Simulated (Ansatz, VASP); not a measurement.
# AlGaN2: VASP beside Ansatz

```
Al Ga N
1.0
     3.27105    0.00000    0.00000
     0.00000    3.27105    0.00000
     0.00000    0.00000    4.38433
Al Ga N
1 1 2
Direct
  0.50000 0.50000 0.50000
  0.00000 0.00000 0.00000
  0.50000 0.00000 0.74005
  0.00000 0.50000 0.25995
```

Change from the starting cell: strain +0.0500 x Voigt [1, 1, 0, 0, 0, 0], atoms carried along.

Alike in both runs: task single point; functional LDA; k mesh 8 × 8 × 6; occupations gaussian, width 0.05 eV; no spin polarisation.

|  | VASP | Ansatz |
| --- | --- | --- |
| version | VASP 6.6.1 | Ansatz 0.2.0 |
| potentials or method | VASP PAW LDA potentials, release 64 (Al, Ga_d, N) | scalar-relativistic, plane waves, PAW |
| plane-wave cutoff (eV) | 520 | 420 |
| valence electrons in the cell | 26 | 26 |

```tsv
	VASP	Ansatz	Ansatz less VASP
gap on the k mesh at the Fermi level (eV)	2.38	2.37	-0.012
least direct gap on the mesh (eV)	2.38	2.37	-0.012
pressure (GPa)	-16.1	-16.7	-0.58
largest component of the traceless stress (GPa)	4.16	4.17	+0.020
rms of the force components (eV/Å)	0.035	0.024	-0.0108
```

Atom by atom the forces differ by 0.011 eV/Å (rms over components).

Caveats: so large a pressure means that the cell lies far from this level's equilibrium, or that cutoff or potentials fall short (VASP).
